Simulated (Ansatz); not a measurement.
# Computed properties of CdS (NiAs type)

All numbers come from Ansatz. All values are calculated for a non-magnetic cell, which may be hypothetical.

The cell is CdS built on the NiAs prototype; cell and atoms were relaxed with r2SCAN. It is hexagonal, P6_3/mmc (No. 194); a = 3.841 Å, c = 6.445 Å in the conventional setting, 20.59 Å³ an atom. Around Cd lie 6 S at 2.74 Å; around S lie 6 Cd at 2.74 Å.

```cif
data_structure
_symmetry_space_group_name_H-M 'P 1'
_symmetry_Int_Tables_number 1
_cell_length_a 3.8410
_cell_length_b 3.8410
_cell_length_c 6.4453
_cell_angle_alpha 90.000
_cell_angle_beta 90.000
_cell_angle_gamma 120.000
_cell_volume 82.35
loop_
_atom_site_label
_atom_site_type_symbol
_atom_site_fract_x
_atom_site_fract_y
_atom_site_fract_z
_atom_site_occupancy
Cd1 Cd 0.00000 0.00000 0.00000 1
Cd2 Cd 0.00000 0.00000 0.50000 1
S1 S 0.33333 0.66667 0.25000 1
S2 S 0.66667 0.33333 0.75000 1
```

Relaxed lattice by functional, symmetry kept:
```csv
functional,k mesh,a (Å),c (Å),volume (Å³/atom)
PBE,12×12×4,3.877,6.478,21.08
r2SCAN,12×12×4,3.841,6.445,20.59
PBEsol,12×12×4,3.809,6.365,20.00
LDA,12×12×4,3.772,6.288,19.36
```

On this one geometry the levels give:

| level | k mesh | gap (eV) | kind | edges | least direct gap (eV) | rough cost |
| --- | --- | --- | --- | --- | --- | --- |
| LDA | 12×12×4 | 0.37 | direct | Γ | 0.37 | 9 core-seconds |
| PBE | 12×12×4 | 0.64 | direct | Γ | 0.64 | 17 core-seconds |
| PBE+SOC | 12×12×4 | 0.63 | direct | Γ | 0.63 | 70 core-seconds |
| r2SCAN | 12×12×4 | 1.26 | direct | Γ | 1.26 | 28 core-seconds |
| HSE06 | 6×6×4 | 1.64 | direct | Γ | 1.64 | 4 core-minutes |
| DDH-PBE0 | 6×6×4 | 1.30 | direct | Γ | 1.30 | 9 core-minutes |
| PBE0 | 6×6×4 | 2.28 | direct | Γ | 2.28 | 4 core-minutes |
| r2SCAN0 | 6×6×4 | 2.70 | direct | Γ | 2.70 | 5 core-minutes |
| LC-ωPBE | 6×6×4 alone | 6.42 | direct | Γ | 6.42 | 2 core-minutes |
| G0W0@PBE (245 empty bands, 120 eV, 6×6×2) | 6×6×2 | 1.25 | – | Γ (mesh) | – | 6 core-minutes |

PBE, PBE+SOC: smearing of 0.02 eV; the others have fixed occupations.
Wave cutoffs: 420 eV, 500 eV (r2SCAN, r2SCAN0).
A mesh marked alone had no extra points solved. Run but not listed, since they were read on a mesh alone, on too coarse a mesh, or into states of the vacuum: HSE06+SOC.
The G0W0 gap is PBE's gap over the path plus the quasiparticle shift read on the mesh. The G0W0 figures hold for the stated bands, cutoff and mesh and aren't extrapolated.
Costs come from shared machines and give only the order; PBE's includes the band path. The runs had 2 threads of Arm Neoverse V1 (shared host).

HSE06 gives a direct gap of 1.64 eV at Γ. Spin-orbit coupling changes the PBE gap by -0.011 eV, to 0.63 eV.

r2SCAN covers 62 % of the step from PBE to HSE06, while HSE06 needs about 9 times r2SCAN's rough cost (on a coarser mesh). For gaps to 0.1 eV, spin-orbit coupling (up to 0.011 eV on PBE's least or direct gap) can be left out. All these functionals give a gap of the same kind, direct.

r2SCAN (ground state on 6×6×4): ε∞: 7.81 along x and y, 8.31 along z. Born charges, averaged over directions: Cd +2.87, S -2.87 e. PBE (ground state on 6×6×4): ε∞: 9.31 along x and y, 9.93 along z. Born charges, averaged over directions: Cd +2.94, S -2.94 e.

Only the levels marked +SOC include spin-orbit coupling.

With a shallow d shell on the cation, G0W0 converges slowly in bands and cutoff, so these values are in doubt.
